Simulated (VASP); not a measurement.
# PbSe (Clausthalite) (Fm-3m) in VASP: a series of runs

Runs on PbSe (Clausthalite). Level: PBE. Tasks: single point.

Everything below comes from runs of VASP 6.6.1. Logs are shortened: lines on timing, memory, paths and dates and some standing lists are left out, and cuts for length are marked.

**What was measured.**

From a printed reference work, monograph, for a bulk crystal of PbSe: band gap 0.15 eV (direct) at 4.2 K; band gap 0.28 eV (direct) at 300 K.

How close the calculation comes is told below.

## 1. The cell of the first run

The structure is cubic, space group Fm-3m (No. 225). Conventional cell: a = 6.121 Å, b = 6.121 Å, c = 6.121 Å, α = 90.00°, β = 90.00°, γ = 90.00°. Within 4.0 Å of Pb (site symmetry m-3m) lie 6 Se at 3.06 Å. Within 4.0 Å of Se (site symmetry m-3m) lie 6 Pb at 3.06 Å.

## 2. Single point, PBE

The input, INCAR:

```
PREC     = Accurate       # precision mode
ENCUT    = 520            # plane-wave cutoff, eV
EDIFF    = 1E-7           # SCF threshold, eV
ISMEAR   = -1             # smearing method
SIGMA    = 0.05           # smearing width, eV
LREAL    = F              # projectors in reciprocal space
LASPH    = T              # aspherical terms in the spheres
NELM     = 80             # most SCF steps
ALGO     = Normal         # electronic algorithm
ISIF     = 2              # what is computed and relaxed
LWAVE    = F              # write WAVECAR
LCHARG   = T              # write CHGCAR
GGA      = PE             # functional
LELF     = T              # ELF
LVHAR    = T            
NBANDS   = 17             # bands
```

The input, KPOINTS:

```
regular mesh
0
Gamma
  8 8 8
```

The input, POSCAR:

```
PbSe
1.0
    0.0000000000      3.0606500000      3.0606500000
    3.0606500000      0.0000000000      3.0606500000
    3.0606500000      3.0606500000      0.0000000000
Pb Se
1 1
Direct
    0.0000000000      0.0000000000      0.0000000000
    0.5000000000      0.5000000000      0.5000000000
```

Potentials or basis: VASP PAW PBE potentials, release 64 (Pb_d, Se).

Command:

```sh
> cat potpaw_PBE.64/Pb_d/POTCAR potpaw_PBE.64/Se/POTCAR > POTCAR
> mpirun -np 1 vasp_std > vasp.out
```

OUTCAR:

```text
PREC = Accurate
   ENCUT = 520
   EDIFF = 1E-7
   ISMEAR = -1
   LREAL = F
   LASPH = T
   NELM = 80
   ISIF = 2
   GGA = PE

 ion  position               nearest neighbor table
   1  0.000  0.000  0.000-   2 3.06   2 3.06   2 3.06   2 3.06   2 3.06   2 3.06
   2  0.500  0.500  0.500-   1 3.06   1 3.06   1 3.06   1 3.06   1 3.06   1 3.06

  LATTYP: Found a face centered cubic cell.
 ALAT       =     6.1213000000

  Lattice vectors:

 A1 = (   0.0000000000,   3.0606500000,   3.0606500000)
 A2 = (   3.0606500000,   0.0000000000,   3.0606500000)
 A3 = (   3.0606500000,   3.0606500000,   0.0000000000)

Analysis of symmetry for initial positions (statically):
=====================================================================
 Subroutine PRICEL returns:
 Original cell was already a primitive cell.

 Routine SETGRP: Setting up the symmetry group for a
 face centered cubic supercell.

 Subroutine GETGRP returns: Found 48 space group operations
 (whereof 48 operations were pure point group operations)
 out of a pool of 48 trial point group operations.

The static configuration has the point symmetry O_h .

Analysis of symmetry for dynamics (positions and initial velocities):
=====================================================================
 Subroutine PRICEL returns:
 Original cell was already a primitive cell.

 Routine SETGRP: Setting up the symmetry group for a
 face centered cubic supercell.

 Subroutine GETGRP returns: Found 48 space group operations
 (whereof 48 operations were pure point group operations)
 out of a pool of 48 trial point group operations.

The dynamic configuration has the point symmetry O_h .

 Subroutine INISYM returns: Found 48 space group operations
 (whereof 48 operations are pure point group operations),
 and found     1 'primitive' translations

----------------------------------------------------------------------------------------

                                     Primitive cell

  volume of cell :      57.3418

  direct lattice vectors                    reciprocal lattice vectors
     0.000000000  3.060650000  3.060650000    -0.163363991  0.163363991  0.163363991
     3.060650000  0.000000000  3.060650000     0.163363991 -0.163363991  0.163363991
     3.060650000  3.060650000  0.000000000     0.163363991  0.163363991 -0.163363991

  length of vectors
     4.328412740  4.328412740  4.328412740     0.282954733  0.282954733  0.282954733

[... 78 lines left out ...]
   ENCUT  =  520.0 eV  38.22 Ry    6.18 a.u.   8.05  8.05  8.05*2*pi/ulx,y,z
   NELM   =     80;   NELMIN=  2; NELMDL= -5     # of ELM steps
   EDIFF  = 0.1E-06   stopping-criterion for ELM
   LREAL  =      F    real-space projection
   EDIFFG = 0.1E-05   stopping-criterion for IOM
   NSW    =      0    number of steps for IOM
   IBRION =     -1    ionic relax: 0-MD 1-quasi-New 2-CG
   NFREE  =      0    steps in history (QN), initial steepest desc. (CG)
   ISIF   =      2    stress and relaxation
   ISYM   =      2    0-nonsym 1-usesym 2-fastsym
   POTIM  = 0.5000    time-step for ionic-motion
   TEBEG  =    0.0;   TEEND  =   0.0 temperature during run
   PSTRESS=    0.0 pullay stress
   NELECT =      20.0000    total number of electrons
   NUPDOWN=      -1.0000    fix difference up-down
   EMIN   =  10.00;   EMAX   =-10.00  energy-range for DOS
   EFERMI =   0.00;   METHOD = LEGACY
   ISMEAR =    -1;   SIGMA  =   0.05  broadening in eV -4-tet -1-fermi 0-gaus
   EFERMI_NEDOS =   21; number of points for ismear=-14 and -15
   IALGO  =     38    algorithm
   IMIX   =      4    mixing-type and parameters
     AMIX     =   0.40;   BMIX     =  1.00
     AMIX_MAG =   1.60;   BMIX_MAG =  1.00
  volume/ion in A,a.u.               =      28.67       193.48
  Fermi-wavevector in a.u.,A,eV,Ry     =   1.152377  2.177676 18.068159  1.327972
  Thomas-Fermi vector in A             =   2.289028
   LORBIT       =      0    0 simple, 1 ext, 2 COOP (PROOUT), +10 PAW based schemes
   GGA     = PE    functional components
   LHFCALC =     F    Hartree Fock is set to
   AEXX    =    0.0000 exact exchange contribution
   IVDW    =     0    specifies the selected vdW correction
   LEPSILON=     F    determine dielectric tensor
   LRPA    =     F    only Hartree local field effects (RPA)
 non-spin polarized calculation
  energy-cutoff  :      520.00
  volume of cell :       57.34
 maximum number of plane-waves:      1572
   NGX = 17   NGY = 17   NGZ = 17

 number of electron      20.0000000 magnetization

 Free energy of the ion-electron system (eV)
  ---------------------------------------------------
  ext. energy  EPLUGINS =         0.00000000
  ---------------------------------------------------
  free energy    TOTEN  =        -8.17841708 eV

  energy without entropy =       -8.17809993  energy(sigma->0) =       -8.17825850

 E-fermi :   5.2152     XC(G=0):  -9.5304

 val. band max:        5.0694318780   @ k =   0.5000   0.0000   0.0000
 cond. band min:       5.3609542354   @ k =   0.5000   0.0000   0.0000
 fundamental gap:      0.2915223574
 Fermi energy:         5.2152180334

 k-point     1 :       0.0000    0.0000    0.0000
  band No.  band energies     occupation
      1     -11.7679      2.00000
      2     -11.7679      2.00000
      3     -11.7679      2.00000
      4     -11.7639      2.00000
      5     -11.7639      2.00000
      6      -8.5255      2.00000
[... 457 lines left out ...]
      4     -11.7473      2.00000
      5     -11.7323      2.00000
      6      -7.2663      2.00000
[... 9 lines left out ...]
     16      15.9113      0.00000
     17      15.9959      0.00000

 [... further k-points ...]

------------------------ aborting loop because EDIFF is reached ----------------------------------------

  FORCE on cell =-STRESS in cart. coord.  units (eV):
  Direction    XX          YY          ZZ          XY          YZ          ZX
  --------------------------------------------------------------------------------------
  -------------------------------------------------------------------------------------
  Total        0.8597906      0.8597906      0.8597906      0.0000000      0.0000000      0.0000000
  in kB       24.0232784     24.0232784     24.0232784      0.0000000      0.0000000      0.0000000
  external PRESSURE =      24.0232784 kB  Pullay stress =       0.0000000 kB

 VOLUME and BASIS-vectors are now :
 -----------------------------------------------------------------------------
  energy-cutoff  :      520.00
  volume of cell :       57.34
      direct lattice vectors                 reciprocal lattice vectors
     0.000000000  3.060650000  3.060650000    -0.163363991  0.163363991  0.163363991
     3.060650000  0.000000000  3.060650000     0.163363991 -0.163363991  0.163363991
     3.060650000  3.060650000  0.000000000     0.163363991  0.163363991 -0.163363991

 POSITION                                       TOTAL-FORCE (eV/Angst)
 -----------------------------------------------------------------------------------
      0.00000      0.00000      0.00000         0.000000      0.000000      0.000000
      3.06065      3.06065      3.06065        -0.000000     -0.000000     -0.000000
 -----------------------------------------------------------------------------------
    total drift:                                0.000000     -0.000000     -0.000000

  FREE ENERGIE OF THE ION-ELECTRON SYSTEM (eV)
  ---------------------------------------------------
  free  energy   TOTEN  =        -8.1784170769 eV

  energy  without entropy=       -8.1780999326  energy(sigma->0) =       -8.17825850
```

It took 39 s on 1 thread of AMD EPYC 7R13 (Zen 3), shared host; peak memory 0.16 GiB.

Results:

```
Free energy            : -8.1784 eV
Pressure               : 2.4 GPa
Band gap on the k mesh : 0.29 eV, direct
```

Levels at points of the mesh, in eV from the valence-band top:
| k point | band 8 | band 9 | band 10 | band 11 | band 12 | band 13 |
| --- | --- | --- | --- | --- | --- | --- |
| (0.00, 0.00, 0.00) | -1.88 | -1.88 | -1.88 | 4.71 | 4.71 | 4.71 |
| (0.50, 0.00, 0.00) | -1.47 | -1.47 | 0.00 | 0.29 | 1.70 | 1.70 |
| (0.50, 0.50, 0.00) | -4.98 | -3.24 | -3.24 | 3.69 | 5.61 | 5.61 |

Caveat: spin-orbit coupling is left out, which moves the levels of the heavy elements.

## 3. Single point, PBE

The input, INCAR:

```
SYSTEM = PbSe
PREC = Accurate
ENCUT = 520
EDIFF = 1E-7
ISMEAR = -1
SIGMA = 0.05
LREAL = .FALSE.
LASPH = .TRUE.
NELM = 80
ALGO = Normal
ISIF = 2
LWAVE = .FALSE.
LCHARG = .FALSE.
GGA = PE
NBANDS = 17
```

The input, KPOINTS:

```
regular mesh
0
G
  8 8 8
  0 0 0
```

POSCAR is that of step 2.

Potentials or basis: VASP PAW PBE potentials, release 64 (Pb_d, Se).

Command:

```sh
> cat potpaw_PBE.64/Pb_d/POTCAR potpaw_PBE.64/Se/POTCAR > POTCAR
> mpirun -np 1 vasp_std > vasp.out
```

It took 31 s on 1 thread of AMD EPYC 7R13 (Zen 3), shared host; peak memory 0.16 GiB.

Results (log left out):

* Free energy: -8.1784 eV
* Pressure: 2.4 GPa
* Band gap on the k mesh: 0.29 eV, direct

Levels at points of the mesh, in eV from the valence-band top:
```
           k point  band 8  band 9  band 10  band 11  band 12  band 13
(0.00, 0.00, 0.00)   -1.88   -1.88    -1.88     4.71     4.71     4.71
(0.50, 0.00, 0.00)   -1.47   -1.47     0.00     0.29     1.70     1.70
(0.50, 0.50, 0.00)   -4.98   -3.24    -3.24     3.69     5.61     5.61
```

Caveat: spin-orbit coupling is left out, which moves the levels of the heavy elements.

## 4. Single point, PBE

This run uses another cell than the first one, of 29.24 Å³/atom, 1.020 times its volume.

The input, INCAR:

```
PREC     = Accurate       # precision mode
ENCUT    = 520            # plane-wave cutoff, eV
EDIFF    = 1E-7           # SCF threshold, eV
ISMEAR   = -1             # smearing method
SIGMA    = 0.05           # smearing width, eV
LREAL    = False          # projectors in reciprocal space
LASPH    = True           # aspherical terms in the spheres
NELM     = 100            # most SCF steps
ALGO     = Normal         # electronic algorithm
ISIF     = 2              # what is computed and relaxed
LWAVE    = False          # write WAVECAR
LCHARG   = False          # write CHGCAR
GGA      = PE             # functional
NBANDS   = 17             # bands
```

The input, KPOINTS:

```
regular mesh
0
Gamma
  8 8 8
```

The input, POSCAR:

```
PbSe
1.0
    0.0000000000      3.0809197960      3.0809197960
    3.0809197960      0.0000000000      3.0809197960
    3.0809197960      3.0809197960      0.0000000000
Pb Se
1 1
Direct
    0.0000000000      0.0000000000      0.0000000000
    0.5000000000      0.5000000000      0.5000000000
```

Command:

```sh
> cat potpaw_PBE.64/Pb_d/POTCAR potpaw_PBE.64/Se/POTCAR > POTCAR
> mpirun -np 1 vasp_std > vasp.out
```

Run time: 37 s. Hardware: 1 thread of AMD EPYC 7R13 (Zen 3), shared host; peak memory 0.16 GiB.

Results (log left out):

```
Free energy            : -8.1920 eV
Pressure               : 1.3 GPa
Band gap on the k mesh : 0.36 eV, direct
```

Levels at points of the mesh, in eV from the valence-band top:
| k point | band 7 | band 8 | band 9 | band 10 | band 11 | band 12 | band 13 | band 14 |
| --- | --- | --- | --- | --- | --- | --- | --- | --- |
| (0.00, 0.00, 0.00) | -6.32 | -1.77 | -1.77 | -1.77 | 4.68 | 4.68 | 4.68 | 6.57 |
| (0.50, 0.00, 0.00) | -8.68 | -1.38 | -1.38 | 0.00 | 0.36 | 1.75 | 1.75 | 8.54 |
| (0.50, 0.50, 0.00) | -7.34 | -4.80 | -3.10 | -3.10 | 3.79 | 5.55 | 5.55 | 5.98 |

Caveat: spin-orbit coupling is left out, which moves the levels of the heavy elements.

## 5. Single point, PBE

This run uses another cell than the first one, of 29.82 Å³/atom, 1.040 times its volume.

The input, INCAR:

```
PREC = Accurate ; ENCUT = 520
EDIFF = 1E-7 ; ISMEAR = -1
SIGMA = 0.05 ; LREAL = False
LASPH = True ; NELM = 80
ALGO = Normal ; ISIF = 2
LWAVE = False ; LCHARG = False
GGA = PE ; NBANDS = 17
```

KPOINTS is that of step 4.

The input, POSCAR:

```
PbSe
1.0
    0.0000000000      3.1009263293      3.1009263293
    3.1009263293      0.0000000000      3.1009263293
    3.1009263293      3.1009263293      0.0000000000
Pb Se
1 1
Direct
    0.0000000000      0.0000000000      0.0000000000
    0.5000000000      0.5000000000      0.5000000000
```

Command:

```sh
> cat potpaw_PBE.64/Pb_d/POTCAR potpaw_PBE.64/Se/POTCAR > POTCAR
> mpirun -np 1 vasp_std > vasp.out
```

It took 48 s on 1 thread of AMD EPYC 7R13 (Zen 3), shared host; peak memory 0.18 GiB.

The run converged. Its results:

```
Free energy            : -8.1982 eV
Pressure               : 0.3 GPa
Band gap on the k mesh : 0.42 eV, direct
```

Levels at points of the mesh, in eV from the valence-band top:
| k point | band 6 | band 7 | band 8 | band 9 | band 10 | band 11 | band 12 | band 13 | band 14 | band 15 |
| --- | --- | --- | --- | --- | --- | --- | --- | --- | --- | --- |
| (0.00, 0.00, 0.00) | -13.24 | -6.34 | -1.67 | -1.67 | -1.67 | 4.65 | 4.65 | 4.65 | 6.63 | 6.63 |
| (0.50, 0.00, 0.00) | -12.26 | -8.56 | -1.29 | -1.29 | 0.00 | 0.42 | 1.81 | 1.81 | 8.53 | 10.11 |
| (0.50, 0.50, 0.00) | -11.95 | -7.29 | -4.63 | -2.96 | -2.96 | 3.89 | 5.49 | 5.49 | 5.91 | 11.24 |

Caveat: spin-orbit coupling is left out, which moves the levels of the heavy elements.

(Part 1 of 2 ends here.)
